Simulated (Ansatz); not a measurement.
A relaxation computed with Ansatz, from input to last step.

```yaml
crystal:
  lattice:
    - [3.1593699056, 0.0, 0.0]
    - [-1.5796849528, 2.7360945982, 0.0]
    - [0.0, 0.0, 5.4508227252]
  atoms:
    - { symbol: Hf, position: [0.6666666667, 0.3333333333, 0.75] }
    - { symbol: Hf, position: [0.3333333333, 0.6666666667, 0.25] }
    - { symbol: "N", position: [0.0, 0.0, 0.0] }
    - { symbol: "N", position: [0.0, 0.0, 0.5] }
basis:
  ecutwfc: 420
kpoints:
  mp_grid: { grid: [18, 18, 8] }
hamiltonian:
  xc: pbe
  dispersion: d3bj
scf:
  occupations: { method: gaussian, width: 0.1 }
output:
  forces: true
  stress: true
  eigenvalues: true
relax:
  adjacent_minimum: "off"
  f_tol: 0.005
  max_steps: 50
  cell: { stress_tol: 0.05 }
```

```bash
ansatz run input.yaml --threads 1 --pin off --max-ram 2560MiB --backend cpu --events-out ev --progress --plain --runs-dir out
```

Method: DFT PBE+D3(BJ), scalar-relativistic, plane waves, PAW (Ansatz 0.2.0).

Of 8 frames 7 are shown, positions in Å and forces in eV/Å; the SCF threshold varies from step to step. Steps run on the plane waves of an earlier cell, with a Pulay correction in the pressure. The basis is chosen afresh for the last frame, the zero of the energies, and at times for earlier ones too; energy and pressure step there, also at an unchanged geometry.

```xyz
4
Lattice="3.1594 0.0000 0.0000 -1.5797 2.7361 0.0000 0.0000 0.0000 5.4508" Properties=species:S:1:pos:R:3:forces:R:3 pbc="T T T" step=1 free_energy_over_end_meV_per_atom=4.15 pressure_GPa=-5.39
Hf    1.5797    0.9120    4.0881    0.0000    0.0000    0.0000
Hf    0.0000    1.8241    1.3627    0.0000    0.0000    0.0000
N     0.0000    0.0000    0.0000    0.0000    0.0000    0.0000
N     0.0000    0.0000    2.7254    0.0000    0.0000    0.0000
4
Lattice="3.1195 0.0000 0.0000 -1.5597 2.7015 0.0000 0.0000 0.0000 5.4106" Properties=species:S:1:pos:R:3:forces:R:3 pbc="T T T" step=2 free_energy_over_end_meV_per_atom=0.73 pressure_GPa=3.45
Hf    1.5597    0.9005    4.0580    0.0000    0.0000    0.0000
Hf    0.0000    1.8010    1.3527    0.0000    0.0000    0.0000
N     0.0000    0.0000    0.0000    0.0000    0.0000    0.0000
N     0.0000    0.0000    2.7053    0.0000    0.0000    0.0000
4
Lattice="3.1428 0.0000 0.0000 -1.5714 2.7217 0.0000 0.0000 0.0000 5.3940" Properties=species:S:1:pos:R:3:forces:R:3 pbc="T T T" step=3 free_energy_over_end_meV_per_atom=-0.37 pressure_GPa=0.14
Hf    1.5714    0.9072    4.0455    0.0000    0.0000    0.0000
Hf    0.0000    1.8145    1.3485    0.0000    0.0000    0.0000
N     0.0000    0.0000    0.0000    0.0000    0.0000    0.0000
N     0.0000    0.0000    2.6970    0.0000    0.0000    0.0000
4
Lattice="3.1378 0.0000 0.0000 -1.5689 2.7174 0.0000 0.0000 0.0000 5.4175" Properties=species:S:1:pos:R:3:forces:R:3 pbc="T T T" step=4 free_energy_over_end_meV_per_atom=-0.61 pressure_GPa=-0.18
Hf    1.5689    0.9058    4.0631    0.0000    0.0000    0.0000
Hf    0.0000    1.8116    1.3544    0.0000    0.0000    0.0000
N     0.0000    0.0000    0.0000    0.0000    0.0000    0.0000
N     0.0000    0.0000    2.7088    0.0000    0.0000    0.0000
4
Lattice="3.1378 0.0000 0.0000 -1.5689 2.7174 0.0000 0.0000 0.0000 5.4139" Properties=species:S:1:pos:R:3:forces:R:3 pbc="T T T" step=5 free_energy_over_end_meV_per_atom=-0.64 pressure_GPa=0.00
Hf    1.5689    0.9058    4.0604    0.0000    0.0000    0.0000
Hf    0.0000    1.8116    1.3535    0.0000    0.0000    0.0000
N     0.0000    0.0000    0.0000    0.0000    0.0000    0.0000
N     0.0000    0.0000    2.7069    0.0000    0.0000    0.0000
4
Lattice="3.1378 0.0000 0.0000 -1.5689 2.7174 0.0000 0.0000 0.0000 5.4139" Properties=species:S:1:pos:R:3:forces:R:3 pbc="T T T" step=6 free_energy_over_end_meV_per_atom=0.00 pressure_GPa=-0.07
Hf    1.5689    0.9058    4.0604    0.0000    0.0000    0.0000
Hf    0.0000    1.8116    1.3535    0.0000    0.0000    0.0000
N     0.0000    0.0000    0.0000    0.0000    0.0000    0.0000
N     0.0000    0.0000    2.7069    0.0000    0.0000    0.0000
4
Lattice="3.1375 0.0000 0.0000 -1.5688 2.7172 0.0000 0.0000 0.0000 5.4134" Properties=species:S:1:pos:R:3:forces:R:3 pbc="T T T" step=8 free_energy_over_end_meV_per_atom=0.00 pressure_GPa=0.00
Hf    1.5688    0.9057    4.0600    0.0000    0.0000    0.0000
Hf    0.0000    1.8115    1.3533    0.0000    0.0000    0.0000
N     0.0000    0.0000    0.0000    0.0000    0.0000    0.0000
N     0.0000    0.0000    2.7067    0.0000    0.0000    0.0000
```

The run took 120 s on 1 thread of Arm Neoverse V2, with other jobs on the host, peak memory 0.52 GiB.

Spin–orbit coupling is left out, which can shift energies with elements as heavy as these.